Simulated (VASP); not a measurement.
# NaF (CsCl): one r²SCAN relaxation of cell and atoms in two programs

Start cell

```cif
data_structure
_symmetry_space_group_name_H-M 'P 1'
_symmetry_Int_Tables_number 1
_cell_length_a 2.8648
_cell_length_b 2.8648
_cell_length_c 2.8648
_cell_angle_alpha 90.000
_cell_angle_beta 90.000
_cell_angle_gamma 90.000
_cell_volume 23.51
loop_
_atom_site_label
_atom_site_type_symbol
_atom_site_fract_x
_atom_site_fract_y
_atom_site_fract_z
_atom_site_occupancy
Na1 Na 0.00000 0.00000 0.00000 1
F1 F 0.50000 0.50000 0.50000 1
```

The two codes use different PAW datasets and cutoffs. VASP's cell holds 14 valence electrons and Ansatz's 16.

Cutoffs: 600 eV in VASP, 500 eV in Ansatz. k meshes: 8×8×8 and 8×8×8.

```
                                              VASP                 Ansatz
relaxed cell vector lengths  2.776, 2.776, 2.776 Å  2.793, 2.793, 2.793 Å
        relaxed cell volume               21.39 Å³               21.80 Å³
```
